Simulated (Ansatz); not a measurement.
**RbCl: clamped-ion strain scan**

Theory: DFT PBE, scalar-relativistic, plane waves, PAW (Ansatz). Cutoff 420 eV, Γ-centred 6×6×6 k-points, Gaussian smearing of 0.05 eV. No spin polarisation. Energies are free energies at this smearing, counted from the undisturbed cell; pressure is positive in compression.

Reference structure (as given, not relaxed at this level; it stands at 1.2 GPa):

```
CELL_PARAMETERS angstrom
0.00000 3.27400 3.27400
3.27400 0.00000 3.27400
3.27400 3.27400 0.00000
ATOMIC_POSITIONS crystal
Rb 0.00000 0.00000 0.00000
Cl 0.50000 0.50000 0.50000
```

The cell is strained by ε times the Voigt pattern (0, 0, 0, 0, 0, 1) (xx, yy, zz, yz, xz, xy; engineering shear) with fractional coordinates fixed.

| ε | ΔE (meV/atom) | stress summed along the pattern (GPa, tension positive) | pressure (GPa) | gap on the mesh (eV) |
| --- | --- | --- | --- | --- |
| -0.0200 | 0.2 | -0.09 | 1.1 | 5.04 |
| -0.0100 | 0.1 | -0.05 | 1.2 | 5.04 |
| 0.0000 | 0.0 | 0.00 | 1.2 | 5.05 |
| 0.0025 | 0.0 | 0.01 | 1.2 | 5.05 |
| 0.0050 | 0.0 | 0.02 | 1.2 | 5.05 |
| 0.0075 | 0.0 | ? | 1.2 | 5.05 |
| 0.0125 | 0.1 | ? | 1.2 | ? |
| 0.0150 | 0.1 | 0.07 | 1.1 | 5.04 |
| 0.0175 | 0.2 | 0.08 | 1.1 | 5.04 |

By symmetry 0.0200 repeats -0.0200, -0.0150 repeats 0.0150, 0.0100 repeats -0.0100, -0.0050 repeats 0.0050 in energy; the slope of the energy along the path changes sign there.

(1) Give the withheld values.

## Answers

(1) stress summed along the pattern (GPa, tension positive) at ε = 0.0075: 0.03; stress summed along the pattern (GPa, tension positive) at ε = 0.0125: 0.06; gap on the mesh (eV) at ε = 0.0125: 5.04.